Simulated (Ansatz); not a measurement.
# MoP (P-6m2) in Ansatz: notebook

One crystal, MoP, is run at these levels: PBE, RPBE; tasks: single point.

Program: Ansatz 0.2.0. These are calculated values, not measurements. Logs are shortened: lines on timing, memory, paths and dates and some standing lists are left out, and cuts for length are marked.

**1. The structure**

Symmetry: P-6m2, No. 187, hexagonal system. The conventional cell has a = 3.223 Å, b = 3.223 Å, c = 3.191 Å, α = 90.00°, β = 90.00°, γ = 120.00°. Mo (site symmetry -6m2) is surrounded by 6 P at 2.45 Å. P (site symmetry -6m2) has 6 Mo at 2.45 Å as nearest neighbours.

**2. Single point, PBE**

File input.yaml:

```yaml
crystal:
  lattice:
    - [3.223, 0.0, 0.0]
    - [-1.6115, 2.7911998764, 0.0]
    - [0.0, 0.0, 3.191]
  atoms:
    - { symbol: Mo, position: [0.0, 0.0, 0.0] }
    - { symbol: P, position: [0.3333333333, 0.6666666667, 0.5] }
kpoints:
  mp_grid: { grid: [5, 5, 4] }
scf:
  occupations: { method: fermi_dirac, width: 0.02 }
hamiltonian:
  xc: pbe
  pseudopotentials: { kind: all_electron, lapw: { basis_error: 0.004 } }
output:
  forces: true
  stress: true
  eigenvalues: true
```

Potentials or basis: all-electron LAPW, scalar-relativistic.

Launch:

```
$ ansatz run input.yaml --threads 1 --pin off --max-ram 3072MiB --backend cpu --events-out ev --progress --plain --runs-dir out
```

Standard output:

```text
Warning: RAYON_NUM_THREADS=1 ignored (pool sized by the plan → 1); use --threads N
LAPW: plane waves up to 7.467 Å⁻¹, error target 4.0e-3 eV per atom; small_component_spin mean_spin; P in spheres of 1.076 Å, 13 of its electrons in bands, Dirac shells []; Mo in spheres of 1.375 Å, 24 of its electrons in bands, Dirac shells [] (how accurate: hamiltonian.pseudopotentials.lapw.basis_error, Limitations)
Engine: ansatz 0.2.0, x86_64-unknown-linux-gnu
Pseudopotentials: kind: all_electron
Pseudopotential: Mo, LAPW, valence charge 24, lapw/all_electron/scalar/gaussian/Mo, Koelling and Harmon's equation, gaussian nucleus
Pseudopotential: P, LAPW, valence charge 13, lapw/all_electron/scalar/gaussian/P, Koelling and Harmon's equation, gaussian nucleus
Functional definition: PBE
  parameter kappa = 0.804
  parameter beta = 0.06672455060314922
  exchange = pbe_x(kappa = kappa, mu = beta*pi^2/3)
  correlation = pbe_c(beta = beta)
Crystal: 2 atoms, lattice volume = 28.706 Å³
Basis set: ecut = 212.45552524427904 eV, 211 PW (Γ), exchange–correlation at level 2
Bands: 23, of which v1, the nominal top of the filled ones, is band 19 counted from 1 (18 counted from 0)
Symmetry: 12 space group operations
Space group: P-6m2 (ITA 187), of the structure as read, at distance tolerance 3.1e-5 Å
k-points: 15 of 100 (time reversal used)
Non-local potential: Mo, projectors of the file, none
Non-local potential: P, projectors of the file, none
Initial density: superposition of atomic densities (chi_scale 0.1, normalization cell, long waves kept (reshape's long-wave potential 0.00 eV rms))
Initial wavefunctions: plane waves of lowest kinetic energy (no species holds an atomic orbital)
Functional: x = pbe(κ = 0.804, μ = 0.2195149727645171), c = pbe(β = 0.06672455060314922)
iter 1 solved again at ethr=4.27e-3 eV; its pass at ethr=1.00e-1 eV (dr2=1.58e0 eV) is discarded
SCF iter   1: F=—  HF=-119489.172350 eV  |F-HF|=—  |Δ(HF+E_count)|=         —  Δρ=6.48e-2  dr2=1.58e0  ethr=4.27e-3  ⟨swp⟩=2.0  Hψ=2268  notcnv=0
preconditioner: auto → none  [insulator: Δε(μ)=0.293 eV  Ē_g=9.254 eV  σ=0.020 eV  W_gap=0.75  n_scr=8 (ndim 8)  ℏωp=23.0 eV  f_vac=0.000  D(μ)=2.25/eV (n_scr^D=20)  ε∞_Penn≈7.2]
SCF iter   2: F=—  HF=-119488.795929 eV  |F-HF|=—  |Δ(HF+E_count)|=   3.76e-1  Δρ=5.27e-2  dr2=1.32e0  ethr=4.27e-3  ⟨swp⟩=3.0  Hψ=1064  notcnv=0
iter 3 solved again at ethr=6.98e-5 eV; its pass at ethr=3.57e-3 eV (dr2=2.58e-2 eV) is discarded
SCF iter   3: F=—  HF=-119488.197996 eV  |F-HF|=—  |Δ(HF+E_count)|=   5.98e-1  Δρ=1.30e-2  dr2=2.58e-2  ethr=6.98e-5  ⟨swp⟩=2.4  Hψ=1750  notcnv=0
SCF iter   4: F=—  HF=-119488.190026 eV  |F-HF|=—  |Δ(HF+E_count)|=         —  Δρ=2.79e-3  dr2=3.69e-3  ethr=6.96e-5  ⟨swp⟩=2.3  Hψ=1054  notcnv=0
the basis was enlarged: its passes take 533.4 KiB over the memory plan, 1 of 1 planned eigensolver slots
SCF iter   5: F=—  HF=-119488.187389 eV  |F-HF|=—  |Δ(HF+E_count)|=   2.64e-3  Δρ=3.45e-4  dr2=3.87e-5  ethr=9.97e-6  ⟨swp⟩=2.0  Hψ=1014  notcnv=0
SCF iter   6: F=—  HF=-119488.187372 eV  |F-HF|=—  |Δ(HF+E_count)|=   1.64e-5  Δρ=8.14e-5  dr2=1.67e-6  ethr=1.05e-7  ⟨swp⟩=2.3  Hψ=990  notcnv=0
SCF iter   7: F=-119488.187373 eV  HF=-119488.187373 eV  |F-HF|=5.24e-8  |Δ(HF+E_count)|=   1.46e-7  Δρ=1.65e-5  dr2=6.59e-8  ethr=4.52e-9  ⟨swp⟩=2.0  Hψ=985  notcnv=0
SCF 1 converged in 7 iterations: F = -119488.187373 eV  dr2 = 6.59e-8
SCF converged after 7 iterations
Free energy (F): -119488.187373 eV
Harris-Foulkes:  -119488.187373 eV  (|F-HF|=5.24e-8)
Internal energy: -119488.183468 eV  (E = F + TS)
E sigma→0 (E₀):  -119488.185420 eV
Entropy (-TS):   -0.003905 eV (-1.952 meV/atom)
Fermi energy:    19.277868 eV
--- Per-component energies (eV) ---
  E_band       = -2911.998698
  E_kinetic    = 123522.058561
  E_xc         = -4005.592415
  E_electrostatic = -239004.649613  (all electrons and nuclei)
  E_smearing   = -0.003905  (= −TS)
  E_closure    = 0.000000  (closes the sum)
  E_atoms      = -119470.547489  (free atoms, spherical and without spin; not in F)
  Σ components = -119488.187373   (vs F -119488.187373, Δ=0.00e0)
  Basis errors (estimates in eV, not in F): energy 1.6e-3 per atom: plane waves 1.4e-3 (7.8e-4 summed), levels above the bands 2.1e-140, relativity 4.5e-8, radial functions 1.7e-4, core shells 3.6e-6; eigenvalues (radial functions only) 4.1e-6; not estimated: angular momenta, meshes, grids; target (lapw.basis_error) 4.0e-3; muffin-tin radii P 1.076 Å, Mo 1.375 Å
--- Forces (eV/Å), atoms counted from 1 ---
  atom   1  Mo    -0.00000000    -0.00000000     0.00000000
  atom   2  P      0.00000000     0.00000000     0.00000000
  max |Σ_I F_I| component: 3.70e-17 eV/Å
--- Stress (GPa, compression-positive) ---
        1.239351      -0.000000       0.000000
       -0.000000       1.239351       0.000000
        0.000000       0.000000       6.488617
  P = ⅓ Tr σ = 2.9891 GPa (29.891 kbar)
--- Band table (eV; the first three rows and the last of 15) ---
  k-point 0: bands = ["-198.6457", "-198.6254", "-198.6254", "-198.6183", "-198.6183", "-149.6705", "-100.1562", "-100.1562", "-100.1422", "-41.9952", "-16.0934", "-15.9586", "-15.9586", "5.3097", "15.0538", "15.9005", "15.9005", "18.5203", "19.4987", "19.4987", "23.3581", "23.3581", "24.7573"]
  k-point 1: bands = ["-198.6457", "-198.6254", "-198.6254", "-198.6183", "-198.6183", "-149.6705", "-100.1562", "-100.1562", "-100.1422", "-41.9851", "-16.2422", "-15.9457", "-15.9457", "6.2601", "13.5807", "16.3111", "16.3111", "18.0087", "18.0087", "18.9317", "23.4897", "23.4897", "25.5117"]
  k-point 2: bands = ["-198.6457", "-198.6254", "-198.6254", "-198.6183", "-198.6183", "-149.6705", "-100.1561", "-100.1561", "-100.1422", "-41.9749", "-16.3873", "-15.9328", "-15.9328", "7.7633", "11.3717", "16.5177", "16.5177", "17.5046", "17.5046", "20.5757", "22.1739", "22.1739", "27.1430"]
  k-point 14: bands = ["-198.6457", "-198.6254", "-198.6254", "-198.6183", "-198.6183", "-149.6705", "-100.1562", "-100.1561", "-100.1422", "-41.9409", "-16.3035", "-16.2155", "-16.0778", "8.3109", "12.7610", "13.3634", "15.7804", "17.8161", "20.9254", "22.0367", "22.5452", "23.7876", "24.8997"]
```

Run time: 6.3 s. Hardware: 1 thread of Intel Xeon Platinum 8375C at 2.90GHz (Ice Lake), shared host; peak memory 0.24 GiB.

What came out:

* Free energy: -119488.1874 eV
* Pressure: 3.0 GPa
* Band gap on the k mesh: none (metal or under the smearing width)

Stress tensor (GPa, compression positive):
```
1.24 0.00 0.00
0.00 1.24 0.00
0.00 0.00 6.49
```

Caveat: the k mesh is coarse (spacing up to 0.49 Å⁻¹), so the values aren't converged; the k mesh is thin for a metal, which can move the energy by tens of meV per atom.

**3. Single point, PBE**

File input.yaml:

```yaml
crystal:
  lattice:
    - [3.223, 0.0, 0.0]
    - [-1.6115, 2.7911998764, 0.0]
    - [0.0, 0.0, 3.191]
  atoms:
    - { symbol: Mo, position: [0.0, 0.0, 0.0] }
    - { symbol: P, position: [0.3333333333, 0.6666666667, 0.5] }
kpoints:
  mp_grid: { grid: [10, 10, 8] }
scf:
  occupations: { method: gaussian, width: 0.017 }
hamiltonian:
  xc: pbe
  pseudopotentials: { kind: all_electron, lapw: { basis_error: 0.001 } }
output:
  forces: true
  stress: true
  eigenvalues: true
```

Potentials or basis: all-electron LAPW, scalar-relativistic.

Launch:

```
$ ansatz run input.yaml --threads 1 --pin off --max-ram 3072MiB --backend cpu --events-out ev --progress --plain --runs-dir out
```

Run time: 25 s. Hardware: 1 thread of Intel Xeon Platinum 8375C at 2.90GHz (Ice Lake), shared host; peak memory 0.35 GiB.

The run converged. Its results:

| Quantity | Value |
| --- | --- |
| Free energy | -119488.1931 eV |
| Pressure | 2.6 GPa |
| Band gap on the k mesh | none (metal or under the smearing width) |

Stress tensor (GPa, compression positive):
```
2.82 0.00 0.00
0.00 2.82 0.00
0.00 0.00 2.05
```

Levels at points of the mesh, in eV from the Fermi level:
```
             k point  band 19  band 20  band 21  band 22  band 23  band 24  band 25  band 26
  (0.00, 0.00, 0.00)    -3.31    -3.31    -0.72     0.27     0.27     4.12     4.12     5.54
 (0.00, 0.00, -0.50)    -2.73    -2.73    -1.68    -1.68     1.33     2.93     2.93     7.88
 (0.00, -0.50, 0.00)    -3.95    -3.74    -1.28    -0.43     1.71     2.36     4.63     6.10
(0.00, -0.50, -0.50)    -5.29    -4.44    -1.05     1.43     1.84     3.54     5.06     6.17
```

**4. Single point, RPBE**

Changes to input.yaml since step 3:

```diff
@@ -11,5 +11,5 @@
 scf:
-  occupations: { method: gaussian, width: 0.017 }
+  occupations: { method: gaussian, width: 0.02 }
 hamiltonian:
-  xc: pbe
+  xc: rpbe
   pseudopotentials: { kind: all_electron, lapw: { basis_error: 0.001 } }
```

Launch:

```
$ ansatz run input.yaml --threads 1 --pin off --max-ram 3072MiB --backend cpu --events-out ev --progress --plain --runs-dir out
```

Run time: 24 s. Hardware: 1 thread of Intel Xeon Platinum 8375C at 2.90GHz (Ice Lake), shared host; peak memory 0.35 GiB.

It converged, with:

```
Free energy            : -119498.3667 eV
Pressure               : 5.5 GPa
Band gap on the k mesh : none (metal or under the smearing width)
```

Stress tensor (GPa, compression positive):
```
5.59 0.00 0.00
0.00 5.59 0.00
0.00 0.00 5.20
```

Levels at points of the mesh, in eV from the Fermi level:
```csv
k point,band 20,band 21,band 22,band 23,band 24,band 25
"(0.00, 0.00, 0.00)",-3.30,-0.71,0.27,0.27,4.14,4.14
"(0.00, 0.00, -0.50)",-2.73,-1.67,-1.67,1.34,2.94,2.94
"(0.00, -0.50, 0.00)",-3.73,-1.28,-0.43,1.72,2.37,4.65
"(0.00, -0.50, -0.50)",-4.44,-1.04,1.44,1.85,3.56,5.08
```

**5. Single point, PBE**

Changes to input.yaml since step 4:

```diff
@@ -11,5 +11,5 @@
 scf:
-  occupations: { method: gaussian, width: 0.02 }
+  occupations: { method: gaussian, width: 0.021 }
 hamiltonian:
-  xc: rpbe
+  xc: pbe
   pseudopotentials: { kind: all_electron, lapw: { basis_error: 0.001 } }
```

Potentials or basis: all-electron LAPW, scalar-relativistic.

Launch:

```
$ ansatz run input.yaml --threads 1 --pin off --max-ram 3072MiB --backend cpu --events-out ev --progress --plain --runs-dir out
```

Standard output:

```text
Warning: RAYON_NUM_THREADS=1 ignored (pool sized by the plan → 1); use --threads N
LAPW: plane waves up to 8.159 Å⁻¹, error target 1.0e-3 eV per atom; small_component_spin mean_spin; P in spheres of 1.092 Å, 13 of its electrons in bands, Dirac shells []; Mo in spheres of 1.359 Å, 30 of its electrons in bands, Dirac shells [] (how accurate: hamiltonian.pseudopotentials.lapw.basis_error, Limitations)
[... 2 set-up lines as earlier in the session ...]
Pseudopotential: Mo, LAPW, valence charge 30, lapw/all_electron/scalar/gaussian/Mo, Koelling and Harmon's equation, gaussian nucleus
[... 6 set-up lines as earlier in the session ...]
Crystal: 2 atoms, lattice volume = 28.706 Å³
Basis set: ecut = 253.62932429670153 eV, 255 PW (Γ), exchange–correlation at level 2
Bands: 26, of which v1, the nominal top of the filled ones, is band 22 counted from 1 (21 counted from 0)
[... 1 set-up line as earlier in the session ...]
[... 23 lines left out ...]
Internal energy: -119488.193017 eV  (E = F + TS)
E sigma→0 (E₀):  -119488.193067 eV
Entropy (-TS):   -0.000100 eV (-0.050 meV/atom)
Fermi energy:    19.223670 eV
--- Per-component energies (eV) ---
  E_band       = -5052.518469
  E_kinetic    = 123521.869672
  E_xc         = -4005.573098
  E_electrostatic = -239004.489591  (all electrons and nuclei)
  E_smearing   = -0.000100  (= −TS)
  E_closure    = 0.000000  (closes the sum)
  E_atoms      = -119470.547489  (free atoms, spherical and without spin; not in F)
  Σ components = -119488.193117   (vs F -119488.193117, Δ=0.00e0)
  Basis errors (estimates in eV, not in F): energy 3.8e-4 per atom: plane waves 3.4e-4 (1.9e-4 summed), levels above the bands 0.0e0, relativity 3.3e-8, radial functions 3.8e-5, core shells 1.8e-7; eigenvalues (radial functions only) 1.5e-6; not estimated: angular momenta, meshes, grids; target (lapw.basis_error) 1.0e-3; muffin-tin radii P 1.092 Å, Mo 1.359 Å
--- Forces (eV/Å), atoms counted from 1 ---
  atom   1  Mo    -0.00000000    -0.00000000     0.00000000
  atom   2  P      0.00000000     0.00000000     0.00000000
  max |Σ_I F_I| component: 5.09e-17 eV/Å
--- Stress (GPa, compression-positive) ---
        2.823709       0.000000       0.000000
        0.000000       2.823709       0.000000
        0.000000       0.000000       2.042075
  P = ⅓ Tr σ = 2.5632 GPa (25.632 kbar)
--- Band table (eV; the first three rows and the last of 70) ---
  k-point 0: bands = ["-356.7591", "-356.7148", "-356.7148", "-198.6416", "-198.6082", "-198.6082", "-198.5881", "-198.5881", "-149.7218", "-100.2073", "-100.2073", "-100.1961", "-41.9772", "-16.1305", "-15.9146", "-15.9146", "5.2907", "15.0426", "15.9208", "15.9208", "18.5079", "19.4912", "19.4912", "23.3468", "23.3468", "24.7699"]
  k-point 1: bands = ["-356.7591", "-356.7148", "-356.7148", "-198.6416", "-198.6082", "-198.6082", "-198.5881", "-198.5881", "-149.7218", "-100.2073", "-100.2073", "-100.1961", "-41.9742", "-16.1745", "-15.9108", "-15.9108", "5.5423", "14.7098", "16.0372", "16.0372", "18.4461", "18.9172", "18.9172", "23.7287", "23.7287", "24.9789"]
  k-point 2: bands = ["-356.7591", "-356.7148", "-356.7148", "-198.6416", "-198.6082", "-198.6082", "-198.5881", "-198.5881", "-149.7218", "-100.2073", "-100.2073", "-100.1961", "-41.9670", "-16.2796", "-15.9016", "-15.9016", "6.2396", "13.5834", "16.3255", "16.3255", "18.0076", "18.0076", "18.9066", "23.4815", "23.4815", "25.5226"]
  k-point 69: bands = ["-356.7591", "-356.7148", "-356.7148", "-198.6416", "-198.6082", "-198.6082", "-198.5881", "-198.5881", "-149.7218", "-100.2073", "-100.2073", "-100.1961", "-41.9219", "-16.3392", "-16.1420", "-16.0752", "8.3569", "12.4462", "13.4896", "15.9356", "17.8254", "20.8304", "22.4783", "22.7617", "23.7081", "24.7893"]
```

It took 27 s on 1 thread of Intel Xeon Platinum 8375C at 2.90GHz (Ice Lake), shared host; peak memory 0.34 GiB.

Results:

- Free energy: -119488.1931 eV
- Pressure: 2.6 GPa
- Band gap on the k mesh: none (metal or under the smearing width)

Levels at points of the mesh, in eV from the Fermi level:
| k point | band 19 | band 20 | band 21 | band 22 | band 23 | band 24 | band 25 | band 26 |
| --- | --- | --- | --- | --- | --- | --- | --- | --- |
| (0.00, 0.00, 0.00) | -3.30 | -3.30 | -0.72 | 0.27 | 0.27 | 4.12 | 4.12 | 5.55 |
| (0.00, 0.00, -0.50) | -2.73 | -2.73 | -1.68 | -1.68 | 1.33 | 2.93 | 2.93 | 7.89 |
| (0.00, -0.50, 0.00) | -3.94 | -3.73 | -1.28 | -0.43 | 1.72 | 2.36 | 4.63 | 6.11 |
| (0.00, -0.50, -0.50) | -5.29 | -4.44 | -1.04 | 1.43 | 1.84 | 3.54 | 5.06 | 6.17 |

**6. Overview**

```csv
level,k mesh,cutoff (eV),smearing,basis error allowed,mesh quality,gap on the mesh (eV),pressure (GPa)
PBE,5 × 5 × 4,212,fermi-dirac 0.02 eV,0.004 eV/atom,coarse,none,3.0
PBE,10 × 10 × 8,254,gaussian 0.017 eV,0.001 eV/atom,not flagged,none,2.6
RPBE,10 × 10 × 8,254,gaussian 0.02 eV,0.001 eV/atom,not flagged,none,5.5
PBE,10 × 10 × 8,254,gaussian 0.021 eV,0.001 eV/atom,not flagged,none,2.6
```

Alike in all rows: task single point; potentials or basis all-electron LAPW, scalar-relativistic; no spin polarisation; cell as given.

Caveats: some runs use coarse meshes; the k mesh is thin for a metal, which can move the energy by tens of meV per atom (some runs).

Compare energies only between runs with the same functional and basis.
